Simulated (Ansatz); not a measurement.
Crystal: CoH.

```
Co H
1.0
     0.00000    1.84296    1.84296
     1.84296    0.00000    1.84296
     1.84296    1.84296    0.00000
Co H
1 1
Direct
  0.00000 0.00000 0.00000
  0.50000 0.50000 0.50000
```

The cell comes from a database or a generator and needn't be the stable form of this composition.

| Quantity | Value |
| --- | --- |
| Program | Ansatz 0.2.0 |
| Task | relaxation of cell and atoms |
| Functional | r2SCAN |
| Potentials or basis | Ansatz PAW |
| Cutoff | 500 eV (not typed: the program's choice for these potentials) |
| k mesh | 12 × 12 × 12 |
| Occupations | fermi-dirac, width 0.05 eV |
| Spin | collinear spin, ferromagnetic start |
| Starting moments | [2.0, 0.0] μB |
| Hubbard terms | Co d U = 6 eV |

At the start: volume 6.26 Å³/atom.

Question: How do energy, volume and symmetry change on relaxing?

Answer: It ends after 9 steps and the volume is 7.79 Å³/atom (+24.4 %); space group Fm-3m (No. 225, to 0.05 Å); moment 2.00 μB per cell.

The path:
```
step  energy change (eV)  largest force (eV/Å)  volume (Å³)
   1              0.0000                0.0000        12.52
   2             -0.2647                0.0000        14.07
   3             -0.3216                0.0000        15.08
   4             -0.3267                0.0000        15.48
   5             -0.3267                0.0000        15.55
   6             -0.3332                0.0000        15.55
   7             -0.3331                0.0000        15.58
   8             -0.3332                0.0000        15.58
   9             -0.3332                0.0000        15.58
```

Final structure:
```xyz
2
Lattice="0.0000 1.9822 1.9822 1.9822 0.0000 1.9822 1.9822 1.9822 0.0000" Properties=species:S:1:pos:R:3 pbc="T T T"
Co    0.0000    0.0000    0.0000
H     1.9822    1.9822    1.9822
```

Caveat: the magnetic or orbital state may not be the lowest; the volume moved by over 15 % at a fixed basis, so the end points are rough; the plane-wave basis is chosen anew once the cell has moved, so the energies of steps on either side of that aren't comparable; the PAW data sets come from PBE, with cores solved anew for the run's functional, which leaves a small shift of forces and pressure; the U is typed as a test and isn't derived for this compound.
